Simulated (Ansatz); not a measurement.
Crystal: NiO2.

```
Ni O
1.0
     2.79878    0.00000    0.00000
    -1.39939    2.42382    0.00000
     0.00000    0.00000    4.61827
Ni O
1 2
Cartesian
  0.0000 0.0000 2.3091
  0.0000 1.6159 1.3576
  1.3994 0.8079 3.2607
```

The cell comes from a database or a generator and needn't be the stable form of this composition.

- Program: Ansatz 0.2.0
- Task: relaxation of cell and atoms
- Functional: BLYP
- Dispersion: D4
- Potentials or basis: Ansatz PAW
- Cutoff: 420 eV (not typed: the program's choice for these potentials)
- k mesh: 11 × 11 × 6
- Occupations: fermi-dirac, width 0.05 eV
- Spin: collinear spin, ferromagnetic start
- Starting moments: [1.0, 0.0, 0.0] μB

At the start: volume 10.44 Å³/atom.

Question: Where does the relaxation end?

Answer: It ends after 11 steps and the volume is 9.71 Å³/atom (-7.0 %); space group P-3m1 (No. 164, to 0.05 Å); moment 0.00 μB per cell.

The path:
| step | energy change (eV) | largest force (eV/Å) | volume (Å³) |
| --- | --- | --- | --- |
| 1 | 0.0000 | 0.2807 | 31.33 |
| 2 | -0.0476 | 0.1975 | 30.24 |
| 3 | -0.0679 | 0.0813 | 29.09 |
| 4 | -0.0670 | 0.0041 | 29.38 |
| 5 | -0.0665 | 0.0006 | 29.48 |
| 6 | -0.0617 | 0.0025 | 29.48 |
| 7 | -0.0649 | 0.0007 | 29.15 |
| 8 | -0.0646 | 0.0002 | 29.19 |
| 9 | -0.0629 | 0.0002 | 29.19 |
| 10 | -0.0633 | 0.0000 | 29.13 |
| 11 | -0.0629 | 0.0001 | 29.13 |

Final structure:
```
CELL_PARAMETERS angstrom
2.84243 0.00000 0.00000
-1.42122 2.46162 0.00000
0.00000 0.00000 4.16343
ATOMIC_POSITIONS crystal
Ni 0.00000 0.00000 0.50000
O 0.33333 0.66667 0.27424
O 0.66667 0.33333 0.72576
```

Caveat: the plane-wave basis is chosen anew once the cell has moved, so the energies of steps on either side of that aren't comparable; the pressure holds a Pulay correction of +1.1 GPa for the finite cutoff; the PAW data sets come from PBE, with cores solved anew for the run's functional, which leaves a small shift of forces and pressure; the starting moments weren't kept.
